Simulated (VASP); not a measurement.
# Sb (R-3m) in VASP: notebook

The runs below take Sb through relaxation of cell and atoms, with PBE, r2SCAN, LDA.

Program: VASP 6.6.1. These are calculated values, not measurements. Logs are shortened: lines on timing, memory, paths and dates and some standing lists are left out, and cuts for length are marked.

## 1. Starting point

Symmetry: R-3m, No. 166, trigonal system. Conventional cell: a = 4.380 Å, b = 4.380 Å, c = 11.506 Å, α = 90.00°, β = 90.00°, γ = 120.00°. Sb (site symmetry 3m) is surrounded by 3 Sb at 2.95 Å.

## 2. Relaxation of cell and atoms, PBE

The input, INCAR:

```
SYSTEM = Sb
PREC = Accurate ; ENCUT = 300
EDIFF = 1E-7 ; ISMEAR = 1
SIGMA = 0.1 ; LREAL = .FALSE.
LASPH = .TRUE. ; NELM = 80
ALGO = Normal ; ISIF = 3
LWAVE = .FALSE. ; LCHARG = .FALSE.
GGA = PE ; IBRION = 2
NSW = 90 ; EDIFFG = -0.005
```

The input, KPOINTS:

```
Automatic mesh
0
G
  6 6 5
  0 0 0
```

The input, POSCAR:

```
Sb                                      
1.0
    2.1901163674      1.2644642743      3.8352658732
   -2.1901163674      1.2644642743      3.8352658732
   -0.0000000000     -2.5289285485      3.8352658732
  Sb            
     2
Direct
     0.2327211414259883    0.2327211414259883    0.2327211414259883
     0.7672788585740117    0.7672788585740117    0.7672788585740117
```

Potentials or basis: VASP PAW PBE potentials, release 64 (Sb).

On the command line:

```
cat potpaw_PBE.64/Sb/POTCAR > POTCAR
mpirun -np 1 vasp_std > vasp.out
```

OUTCAR:

```text
SYSTEM = Sb
   PREC = Accurate
   ENCUT = 300
   EDIFF = 1E-7
   ISMEAR = 1
   LREAL = .FALSE.
   LASPH = .TRUE.
   NELM = 80
   ISIF = 3
   GGA = PE
   IBRION = 2
   NSW = 90
   EDIFFG = -0.005

 ion  position               nearest neighbor table
   1  0.233  0.233  0.233-   2 2.95   2 2.95   2 2.95   2 3.43   2 3.43   2 3.43
   2  0.767  0.767  0.767-   1 2.95   1 2.95   1 2.95   1 3.43   1 3.43   1 3.43

  LATTYP: Found a trigonal (rhomboedric) cell.
 ALAT       =     4.5939899784
 COS(alpha) =     0.5454472492

  Lattice vectors:

 A1 = (   2.1901163674,   1.2644642743,   3.8352658732)
 A2 = (  -2.1901163674,   1.2644642743,   3.8352658732)
 A3 = (   0.0000000000,  -2.5289285485,   3.8352658732)

Analysis of symmetry for initial positions (statically):
=====================================================================
 Subroutine PRICEL returns:
 Original cell was already a primitive cell.

 Routine SETGRP: Setting up the symmetry group for a
 trigonal (rhombohedral) supercell.

 Subroutine GETGRP returns: Found 12 space group operations
 (whereof 12 operations were pure point group operations)
 out of a pool of 12 trial point group operations.

The static configuration has the point symmetry D_3d.

Analysis of symmetry for dynamics (positions and initial velocities):
=====================================================================
 Subroutine PRICEL returns:
 Original cell was already a primitive cell.

 Routine SETGRP: Setting up the symmetry group for a
 trigonal (rhombohedral) supercell.

 Subroutine GETGRP returns: Found 12 space group operations
 (whereof 12 operations were pure point group operations)
 out of a pool of 12 trial point group operations.

The dynamic configuration has the point symmetry D_3d.

 Subroutine INISYM returns: Found 12 space group operations
 (whereof 12 operations are pure point group operations),
 and found     1 'primitive' translations

----------------------------------------------------------------------------------------

                                     Primitive cell

  volume of cell :      63.7266

  direct lattice vectors                    reciprocal lattice vectors
     2.190116367  1.264464274  3.835265873     0.228298371  0.131808126  0.086912705
    -2.190116367  1.264464274  3.835265873    -0.228298371  0.131808126  0.086912705
     0.000000000 -2.528928549  3.835265873     0.000000000 -0.263616252  0.086912705

  length of vectors
[... 108 lines left out ...]
   IBRION =      2    ionic relax: 0-MD 1-quasi-New 2-CG
   NFREE  =      1    steps in history (QN), initial steepest desc. (CG)
   ISIF   =      3    stress and relaxation
   ISYM   =      2    0-nonsym 1-usesym 2-fastsym
   POTIM  = 0.5000    time-step for ionic-motion
   TEBEG  =    0.0;   TEEND  =   0.0 temperature during run
   PSTRESS=    0.0 pullay stress
   NELECT =      10.0000    total number of electrons
   NUPDOWN=      -1.0000    fix difference up-down
   EMIN   =  10.00;   EMAX   =-10.00  energy-range for DOS
   EFERMI =   0.00;   METHOD = LEGACY
   ISMEAR =     1;   SIGMA  =   0.10  broadening in eV -4-tet -1-fermi 0-gaus
   EFERMI_NEDOS =   21; number of points for ismear=-14 and -15
   IALGO  =     38    algorithm
   IMIX   =      4    mixing-type and parameters
     AMIX     =   0.40;   BMIX     =  1.00
     AMIX_MAG =   1.60;   BMIX_MAG =  1.00
  volume/ion in A,a.u.               =      31.86       215.02
  Fermi-wavevector in a.u.,A,eV,Ry     =   0.883015  1.668656 10.608670  0.779715
  Thomas-Fermi vector in A             =   2.003724
   LORBIT       =      0    0 simple, 1 ext, 2 COOP (PROOUT), +10 PAW based schemes
   GGA     = PE    functional components
   LHFCALC =     F    Hartree Fock is set to
   AEXX    =    0.0000 exact exchange contribution
   IVDW    =     0    specifies the selected vdW correction
   LEPSILON=     F    determine dielectric tensor
   LRPA    =     F    only Hartree local field effects (RPA)
 conjugate gradient relaxation of ions
 non-spin polarized calculation
 Methfessel and Paxton  Order N= 1 SIGMA  =   0.10
  energy-cutoff  :      300.00
  volume of cell :       63.73
 maximum number of plane-waves:       764
 NGX is ok and might be reduce to    28
   NGX = 13   NGY = 13   NGZ = 13

 number of electron      10.0000000 magnetization

 number of electron       9.9999999 magnetization

 Free energy of the ion-electron system (eV)
  ---------------------------------------------------
  ext. energy  EPLUGINS =         0.00000000
  ---------------------------------------------------
  free energy    TOTEN  =        -8.27759691 eV

  energy without entropy =       -8.27731363  energy(sigma->0) =       -8.27750249

 E-fermi :   6.6162     XC(G=0):  -9.2998

 val. band max:        6.6156346881   @ k =   0.3333   0.1667   0.2000
 cond. band min:       6.7851601795   @ k =   0.5000   0.3333   0.4000
 fundamental gap:      0.1695254914
 Fermi energy:         6.6162322286

 k-point     1 :       0.0000    0.0000    0.0000
  band No.  band energies     occupation
      1      -5.7017      2.00000
      2       1.5678      2.00000
      3       4.7002      2.00000
      4       4.9254      2.00000
      5       4.9254      2.00000
      6       8.5945     -0.00000
      7       9.2194      0.00000
      8       9.2194      0.00000
      9      11.7927      0.00000
[... 265 lines left out ...]
 k-point    24 :      -0.1667    0.1667    0.2000
  band No.  band energies     occupation
      1      -4.5409      2.00000
      2      -0.9226      2.00000
      3       3.7484      2.00000
      4       4.1876      2.00000
      5       4.4280      2.00000
      6       8.3803     -0.00000
      7       8.5904     -0.00000
      8       9.3730      0.00000
      9      10.7893      0.00000

 [... further k-points ...]
[... 5 lines left out ...]
  --------------------------------------------------------------------------------------
  -------------------------------------------------------------------------------------
  Total       -0.0010619     -0.0010619      0.0015547      0.0000000      0.0000000      0.0000000
  in kB       -0.0266989     -0.0266989      0.0390868      0.0000000      0.0000000      0.0000000
  external PRESSURE =      -0.0047704 kB  Pullay stress =       0.0000000 kB

 VOLUME and BASIS-vectors are now :
 -----------------------------------------------------------------------------
  energy-cutoff  :      300.00
  volume of cell :       63.73
      direct lattice vectors                 reciprocal lattice vectors
     2.190116367  1.264464274  3.835265873     0.228298371  0.131808126  0.086912705
    -2.190116367  1.264464274  3.835265873    -0.228298371  0.131808126  0.086912705
     0.000000000 -2.528928549  3.835265873     0.000000000 -0.263616252  0.086912705

 POSITION                                       TOTAL-FORCE (eV/Angst)
 -----------------------------------------------------------------------------------
      0.00000      0.00000      2.67764         0.000000      0.000000      0.000538
      0.00000      0.00000      8.82816         0.000000     -0.000000     -0.000538
 -----------------------------------------------------------------------------------
    total drift:                               -0.000000     -0.000000      0.000000

  FREE ENERGIE OF THE ION-ELECTRON SYSTEM (eV)
  ---------------------------------------------------
  free  energy   TOTEN  =        -8.2775969148 eV

  energy  without entropy=       -8.2773136257  energy(sigma->0) =       -8.27750249

 reached required accuracy - stopping structural energy minimisation
```

Run time: 12 s. Hardware: 1 thread of Intel Xeon Platinum 8488C (Sapphire Rapids), shared host; peak memory 0.15 GiB.

Results:

```yaml
Free_energy: -8.2776 eV
Pressure_after_relaxing: 0.0 GPa
Band_gap_on_the_k_mesh: none (metal or under the smearing width)
```

Final structure:
```yaml
crystal:
  lattice:
    - [2.19012, 1.26446, 3.83527]
    - [-2.19012, 1.26446, 3.83527]
    - [0.00000, -2.52893, 3.83527]
  atoms:
    - { symbol: Sb, position: [0.23272, 0.23272, 0.23272] }
    - { symbol: Sb, position: [0.76728, 0.76728, 0.76728] }
```

Levels at points of the mesh, in eV from the Fermi level:
| k point | band 3 | band 4 | band 5 | band 6 | band 7 | band 8 |
| --- | --- | --- | --- | --- | --- | --- |
| (0.00, 0.00, 0.00) | -1.92 | -1.69 | -1.69 | 1.98 | 2.60 | 2.60 |
| (0.50, 0.00, 0.00) | -1.86 | -1.75 | -0.26 | -0.21 | 0.26 | 0.63 |
| (0.50, 0.50, 0.00) | -5.09 | -3.49 | -3.42 | 1.66 | 4.68 | 5.33 |

Caveat: the relaxation stopped at its first step, so nothing moved.

## 3. Relaxation of cell and atoms, r2SCAN

This run uses another cell than the first one, of 30.21 Å³/atom, 0.948 times its volume.

The input, INCAR:

```
ALGO     = Normal         # electronic algorithm
EDIFF    = 1E-6           # SCF threshold, eV
EDIFFG   = -0.01          # ionic threshold
ENCUT    = 600            # plane-wave cutoff, eV
IBRION   = 2              # ionic algorithm
ISIF     = 3              # what is computed and relaxed
ISMEAR   = 1              # smearing method
LASPH    = True           # aspherical terms in the spheres
LCHARG   = False          # write CHGCAR
LMIXTAU  = True         
LREAL    = False          # projectors in reciprocal space
LWAVE    = False          # write WAVECAR
METAGGA  = R2SCAN         # meta-GGA
NELM     = 80             # most SCF steps
NSW      = 90             # ionic steps
PREC     = Accurate       # precision mode
SIGMA    = 0.1            # smearing width, eV
```

The input, KPOINTS:

```
k-points
0
Gamma
  12 12 10
```

The input, POSCAR:

```
Sb
1.0
    2.1542000000      1.2437279499      3.7580000000
   -2.1542000000      1.2437279499      3.7580000000
    0.0000000000     -2.4874558998      3.7580000000
Sb
2
Direct
    0.2334900000      0.2334900000      0.2334900000
    0.7665100000      0.7665100000      0.7665100000
```

Potentials or basis: VASP PAW PBE potentials, release 64 (Sb).

On the command line:

```
cat potpaw_PBE.64/Sb/POTCAR > POTCAR
mpirun -np 1 vasp_std > vasp.out
```

It took 34 min on 1 thread of Intel Xeon 6975P-C (Granite Rapids), shared host; peak memory 0.46 GiB.

Results (log left out):

```yaml
Free_energy: -51.3910 eV
Relaxed_volume: 31.49 Å³/atom
Relaxed_cell: a = 4.599 Å, b = 4.599 Å, c = 4.599 Å, α = 56.35°, β = 56.35°, γ = 56.35°
Space_group_after_relaxing_to_0.05_Å: R-3m (No. 166)
Energy_gained_by_relaxing: 6.0 meV/atom
Ionic_steps: 11
Pressure_after_relaxing: 0.0 GPa
Band_gap_on_the_k_mesh: none (metal or under the smearing width)
```

Step by step:
```
step  energy change (eV)  largest force (eV/Å)  pressure (GPa)  volume (Å³)
   1              0.0000                0.0941            1.81        60.41
   2             -0.0047                0.2078           -1.11        63.45
   3             -0.0097                0.0855            0.05        62.14
   4             -0.0105                0.0640            0.04        62.28
   5             -0.0115                0.0076            0.03        62.63
   6             -0.0107                0.1110            0.04        63.33
   7             -0.0117                0.0242            0.03        62.82
   8             -0.0120                0.0014           -0.04        62.99
   9             -0.0120                0.0067           -0.06        63.04
  10             -0.0120                0.0111            0.11        62.89
  11             -0.0121                0.0010            0.01        62.98
```

Final structure:
```
Sb
1.0
     2.17152    1.25373    3.85534
    -2.17152    1.25373    3.85534
     0.00000   -2.50746    3.85534
Sb
2
Direct
  0.23205 0.23205 0.23205
  0.76795 0.76795 0.76795
```

Levels at points of the mesh, in eV from the Fermi level:
```
           k point  band 1  band 2  band 3  band 4  band 5  band 6  band 7  band 8  band 9
(0.00, 0.00, 0.00)  -13.12   -5.10   -2.30   -1.97   -1.97    1.92    2.61    2.61    5.49
(0.50, 0.00, 0.00)  -10.76   -9.92   -2.23   -2.14   -0.39   -0.16    0.27    0.63    7.84
(0.50, 0.50, 0.00)  -10.77   -8.40   -5.47   -3.89   -3.79    1.70    4.87    5.69    6.85
(0.50, 0.50, 0.50)  -11.72   -9.16   -1.51   -1.51   -0.43    0.20    0.20    1.27    7.21
```

Caveat: the PAW data sets were made with another functional, which shifts forces and pressure a little. Zero-point motion and thermal expansion aren't in these numbers.

## 4. Relaxation of cell and atoms, r2SCAN

This run uses another cell than the first one, of 31.49 Å³/atom, 0.988 times its volume.

Edit INCAR of step 3 so:

```diff
@@ -1,4 +1,4 @@
 ALGO     = Normal         # electronic algorithm
-EDIFF    = 1E-6           # SCF threshold, eV
-EDIFFG   = -0.01          # ionic threshold
+EDIFF    = 1E-7           # SCF threshold, eV
+EDIFFG   = -0.005         # ionic threshold
 ENCUT    = 600            # plane-wave cutoff, eV
```

KPOINTS is that of step 3.

The input, POSCAR:

```
Sb                                      
1.0
    2.1715209044      1.2537281787      3.8553433875
   -2.1715209044      1.2537281787      3.8553433875
   -0.0000000000     -2.5074563575      3.8553433875
  Sb            
     2
Direct
     0.2320530205028042    0.2320530205028042    0.2320530205028042
     0.7679469794971959    0.7679469794971959    0.7679469794971959
```

On the command line:

```
cat potpaw_PBE.64/Sb/POTCAR > POTCAR
mpirun -np 1 vasp_std > vasp.out
```

It took 9.5 min on 1 thread of Intel Xeon 6975P-C (Granite Rapids), shared host; peak memory 0.45 GiB.

The run converged. Its results:

| Property | Result |
| --- | --- |
| Free energy | -51.3910 eV |
| Pressure after relaxing | 0.0 GPa |
| Band gap on the k mesh | none (metal or under the smearing width) |

Final structure:
```cif
data_structure
_symmetry_space_group_name_H-M 'P 1'
_symmetry_Int_Tables_number 1
_cell_length_a 4.5990
_cell_length_b 4.5990
_cell_length_c 4.5990
_cell_angle_alpha 56.351
_cell_angle_beta 56.351
_cell_angle_gamma 56.351
_cell_volume 62.98
loop_
_atom_site_label
_atom_site_type_symbol
_atom_site_fract_x
_atom_site_fract_y
_atom_site_fract_z
_atom_site_occupancy
Sb1 Sb 0.23205 0.23205 0.23205 1
Sb2 Sb 0.76795 0.76795 0.76795 1
```

Levels at points of the mesh, in eV from the Fermi level:
| k point | band 2 | band 3 | band 4 | band 5 | band 6 | band 7 | band 8 | band 9 |
| --- | --- | --- | --- | --- | --- | --- | --- | --- |
| (0.00, 0.00, 0.00) | -5.10 | -2.30 | -1.97 | -1.97 | 1.92 | 2.61 | 2.61 | 5.49 |
| (0.50, 0.00, 0.00) | -9.92 | -2.23 | -2.14 | -0.39 | -0.16 | 0.27 | 0.63 | 7.84 |
| (0.50, 0.50, 0.00) | -8.40 | -5.47 | -3.89 | -3.79 | 1.70 | 4.87 | 5.69 | 6.86 |
| (0.50, 0.50, 0.50) | -9.16 | -1.51 | -1.51 | -0.43 | 0.20 | 0.20 | 1.27 | 7.21 |

Caveat: the relaxation stopped at its first step, so nothing moved; the PAW data sets were made with another functional, which shifts forces and pressure a little. Spin-orbit coupling is left out, which matters for the levels of Sb.

## 5. Relaxation of cell and atoms, LDA, target pressure 6.4 GPa, at which the enthalpy is minimised

This run uses another cell than the first one, of 30.21 Å³/atom, 0.948 times its volume.

The input, INCAR:

```
SYSTEM = Sb
PREC = Accurate ; ENCUT = 600
EDIFF = 1E-6 ; ISMEAR = 1
SIGMA = 0.1 ; LREAL = .False.
LASPH = .True. ; NELM = 80
ALGO = Normal ; ISIF = 3
LWAVE = .False. ; LCHARG = .False.
IBRION = 2 ; NSW = 90
EDIFFG = -0.01 ; PSTRESS = 64.0
```

The input, KPOINTS:

```
regular mesh
0
Gamma
  12 12 10
  0 0 0
```

The input, POSCAR:

```
Sb
1.0
    2.1542000000      1.2437279499      3.7580000000
   -2.1542000000      1.2437279499      3.7580000000
    0.0000000000     -2.4874558998      3.7580000000
Sb
2
Direct
    0.2334900000      0.2334900000      0.2334900000
    0.7665100000      0.7665100000      0.7665100000
```

Potentials or basis: VASP PAW LDA potentials, release 64 (Sb).

On the command line:

```
cat potpaw_LDA.64/Sb/POTCAR > POTCAR
mpirun -np 1 vasp_std > vasp.out
```

Wall time 5 min (1 thread of Intel Xeon 6975P-C (Granite Rapids), shared host); peak memory 0.38 GiB.

Results (log left out):

| Property | Result |
| --- | --- |
| Free energy | -9.5132 eV |
| Relaxed volume | 26.17 Å³/atom |
| Relaxed cell | a = 4.208 Å, b = 4.208 Å, c = 4.208 Å, α = 59.72°, β = 59.72°, γ = 59.72° |
| Space group after relaxing (to 0.05 Å) | R-3m (No. 166) |
| Energy change on relaxing (the enthalpy is what falls) | +50.5 meV/atom |
| Ionic steps | 8 |
| Pressure after relaxing | 6.4 GPa |
| Largest force after relaxing | 0.004 eV/Å |
| Band gap on the k mesh | none (metal or under the smearing width) |

Forces in eV/Å, atoms in the order of the input:
```
Sb   0.000  0.000  0.004
Sb   0.000  0.000 -0.004
```

Step by step:
| step | energy change (eV) | largest force (eV/Å) | pressure (GPa) | volume (Å³) |
| --- | --- | --- | --- | --- |
| 1 | 0.0000 | 0.1250 | -0.90 | 60.41 |
| 2 | 0.4640 | 1.4336 | 17.63 | 49.16 |
| 3 | 0.0857 | 0.7030 | 6.37 | 54.53 |
| 4 | 0.0902 | 0.7162 | 6.56 | 54.41 |
| 5 | 0.0825 | 0.4306 | 6.68 | 53.59 |
| 6 | 0.1431 | 0.0706 | 8.20 | 51.42 |
| 7 | 0.0502 | 0.0687 | 3.38 | 54.06 |
| 8 | 0.1010 | 0.0039 | 6.37 | 52.34 |

Final structure:
```
Sb
1.0
     2.09486    1.20947    3.44281
    -2.09486    1.20947    3.44281
     0.00000   -2.41894    3.44281
Sb
2
Direct
  0.24516 0.24516 0.24516
  0.75484 0.75484 0.75484
```

Levels at points of the mesh, in eV from the Fermi level:
```
           k point  band 2  band 3  band 4  band 5  band 6  band 7  band 8  band 9
(0.00, 0.00, 0.00)   -3.80   -1.93   -1.88   -1.88    3.40    3.50    3.50    4.71
(0.50, 0.00, 0.00)  -10.35   -1.11   -1.01   -0.54   -0.37    0.29    0.46    8.95
(0.50, 0.50, 0.00)   -7.51   -6.45   -4.16   -4.14    1.65    5.99    6.04    8.58
(0.50, 0.50, 0.50)  -10.14   -0.94   -0.94   -0.51   -0.51    0.16    0.70    8.71
```

Caveat: the cell is relaxed towards a set pressure, so the enthalpy falls and the energy may rise. LDA usually gives volumes a few per cent too small.

## 6. Overview

```tsv
level	potentials or basis	cell	k mesh	cutoff (eV)	target pressure	gap on the mesh (eV)	pressure (GPa)
PBE	VASP PAW PBE potentials, release 64 (Sb)	relaxed	6 × 6 × 5	300	-	none	0.0
r2SCAN	VASP PAW PBE potentials, release 64 (Sb)	relaxed	12 × 12 × 10	600	-	none	0.0
LDA	VASP PAW LDA potentials, release 64 (Sb)	relaxed to 6.4 GPa	12 × 12 × 10	600	6.4 GPa	none	6.4
```

Alike in all rows: task relaxation of cell and atoms; no spin polarisation; smearing methfessel-paxton 0.1 eV.

Caveats: the relaxation stopped at its first step, so nothing moved (some runs); the PAW data sets were made with another functional, which shifts forces and pressure a little (some runs); the cell is relaxed towards a set pressure, so the enthalpy falls and the energy may rise (some runs).

Absolute energies hang on the potentials; compare differences alone.
